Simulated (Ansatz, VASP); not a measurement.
Two plane-wave programs on Eu

INCAR

```
SYSTEM = Eu
PREC = Accurate
ENCUT = 520
EDIFF = 1E-8
ISMEAR = -1
SIGMA = 0.03
LREAL = .False.
LASPH = .True.
NELM = 150
ALGO = Normal
ISIF = 2
LWAVE = .False.
LCHARG = .False.
ISPIN = 2
MAGMOM = 7
LORBIT = 11
LMAXMIX = 6
GGA = PE
LEFG = .True.
NBANDS = 18
```

KPOINTS

```
regular mesh
0
Gamma
  12 12 12
  0 0 0
```

POSCAR

```
Eu
1.0
    0.0000000000      2.7047644188      2.7047644188
    2.7047644188      0.0000000000      2.7047644188
    2.7047644188      2.7047644188      0.0000000000
Eu
1
Direct
    0.0000000000      0.0000000000      0.0000000000
```

Input for Ansatz:

```yaml
crystal:
  lattice:
    - [0.0, 2.7047644188, 2.7047644188]
    - [2.7047644188, 0.0, 2.7047644188]
    - [2.7047644188, 2.7047644188, 0.0]
  atoms:
    - { symbol: Eu, position: [0.0, 0.0, 0.0], spin: 7.0 }
magnetization:
  spin_polarized: true
kpoints:
  mp_grid: { grid: [12, 12, 12] }
scf:
  occupations: { method: fermi_dirac, width: 0.03 }
hamiltonian:
  xc: pbe
  pseudopotentials: { kind: paw }
output:
  forces: true
  stress: true
  eigenvalues: true
  efg: { contact_densities: true }
```

Change from the starting cell: volume scaled by 0.96, PAW files.

Alike in both runs: task electric field gradients; functional PBE; k mesh 12 × 12 × 12; occupations fermi-dirac, width 0.03 eV; collinear spin.

|  | VASP | Ansatz |
| --- | --- | --- |
| version | VASP 6.6.1 | Ansatz 0.2.0 |
| potentials or method | VASP PAW PBE potentials, release 64 (Eu) | PAW with Ansatz's default frozen-core files, scalar-relativistic |
| plane-wave cutoff (eV) | 520 | 420 |
| valence electrons in the cell | 17 | 17 |

```csv
,VASP,Ansatz,Ansatz less VASP
pressure (GPa),0.5,0.7,+0.26
net moment per atom (μB),7.54,7.54,+0.006
size of the moment on the site where the two differ most (μB),6.74,7.19,+0.450
Vzz of the field gradient on the site that differs most (V/Å²),0.0,0.0,0.00
```

Site moments also hang on the region over which each program counts them. Ansatz warned: «gradients_without_spin_orbit».

Caveats: spin-orbit coupling is left out, which moves the levels of the heavy elements. The state reached can hang on the start; a lower one may exist.
